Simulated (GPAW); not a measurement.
Runs of GPAW 26.7.0 on Si. Symmetry: P6/mmm, No. 191, hexagonal system. Conventional cell: a = 4.121 Å, b = 4.121 Å, c = 2.655 Å, α = 90.00°, β = 90.00°, γ = 120.00°. Around Si (site symmetry -6m2) lie 5 Si at 2.38 to 2.65 Å. The cell was built by a generator and needn't be a form met in nature.

```tsv
task	level	potentials or basis	cell	smearing	optimizer	fmax	max steps	convergence	band path	gap on the mesh (eV)	pressure (GPa)	relaxed volume (Å³/atom)
relaxation of cell and atoms	PBE+D4	GPAW PAW data sets (gpaw-data 1.2.1), pw	relaxed	fermi-dirac 0.05 eV	FIRE	0.02 eV/Å	60	density=1e-05 forces=0.0001	-	none	0.1	18.93
relaxation of cell and atoms	PBE+D3(BJ)	GPAW PAW data sets (gpaw-data 1.2.1), pw	relaxed	fermi-dirac 0.05 eV	LBFGS	0.02 eV/Å	60	density=1e-05 forces=0.0001	-	none	0.1	18.93
single point	PBE	GPAW PAW data sets (gpaw-data 1.2.1), pw	as given	gaussian 0.015 eV	-	-	-	-	-	none	0.3	-
band structure	r2SCAN	GPAW PAW data sets (gpaw-data 1.2.1), pw	as given	fermi-dirac 0.05 eV	-	-	-	-	GMKGALHA,LM,KH	-	(a)	-
relaxation of cell and atoms	PBEsol+D3(BJ)	PAW data sets generated in the run's folder for this functional, pw	relaxed	fermi-dirac 0.05 eV	FIRE	0.01 eV/Å	60	density=1e-05 forces=0.0001	-	none	0.0	18.63
```

Alike in all rows: no spin polarisation; k mesh 8 × 8 × 10; cutoff (eV) 600.

Fill in the values left out.

(a) -0.7.

Caveats: later steps reuse the first step's grids (some runs); pairwise dispersion overbinds metals, which lowers pressure and volume (some runs); the PAW data sets were made with another functional, which shifts forces and pressure a little (some runs).

A gap of «none» marks a metal or a gap under the smearing width.
